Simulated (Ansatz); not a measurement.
# YN: the cost of one run

Method: DFT, PBE, plane-wave PAW, default files, scalar-relativistic, in Ansatz 0.2.0.

**1. The structure to begin with**

Symmetry: Fm-3m, No. 225, cubic system. The conventional cell has a = 4.897 Å, b = 4.897 Å, c = 4.897 Å, α = 90.00°, β = 90.00°, γ = 90.00°. Y (site symmetry m-3m) is surrounded by 6 N at 2.45 Å. Around N (site symmetry m-3m) lie 6 Y at 2.45 Å.

Structure file:

```cif
data_structure
_symmetry_space_group_name_H-M 'P 1'
_symmetry_Int_Tables_number 1
_cell_length_a 3.4625
_cell_length_b 3.4625
_cell_length_c 3.4625
_cell_angle_alpha 60.000
_cell_angle_beta 60.000
_cell_angle_gamma 60.000
_cell_volume 29.35
loop_
_atom_site_label
_atom_site_type_symbol
_atom_site_fract_x
_atom_site_fract_y
_atom_site_fract_z
_atom_site_occupancy
Y1 Y 0.00000 0.00000 0.00000 1
N1 N 0.50000 0.50000 0.50000 1
```

**2. First run, atoms as given**

input.yaml reads:

```yaml
crystal:
  lattice:
    - [0.0, 2.4483614544, 2.4483614544]
    - [2.4483614544, 0.0, 2.4483614544]
    - [2.4483614544, 2.4483614544, 0.0]
  atoms:
    - { symbol: "Y", position: [0.0, 0.0, 0.0] }
    - { symbol: "N", position: [0.5, 0.5, 0.5] }
kpoints:
  mp_grid: { grid: [10, 10, 10] }
scf:
  occupations: { method: fermi_dirac, width: 0.02 }
hamiltonian:
  xc: pbe
  pseudopotentials: { kind: paw }
output:
  forces: true
  stress: true
  populations: true
  efg:
    quadrupole_moments_barn: { "N": 0.02044 }
    contact_densities: true
```

On the command line:

```
> ansatz run input.yaml --threads 1 --pin off --max-ram 3072MiB --backend cpu --events-out ev --progress --plain --runs-dir out
```

Q: Estimate wall time and peak memory on 1 thread of Arm Neoverse V1, shared host.

About 2.8 s, with a peak of 0.33 GiB.
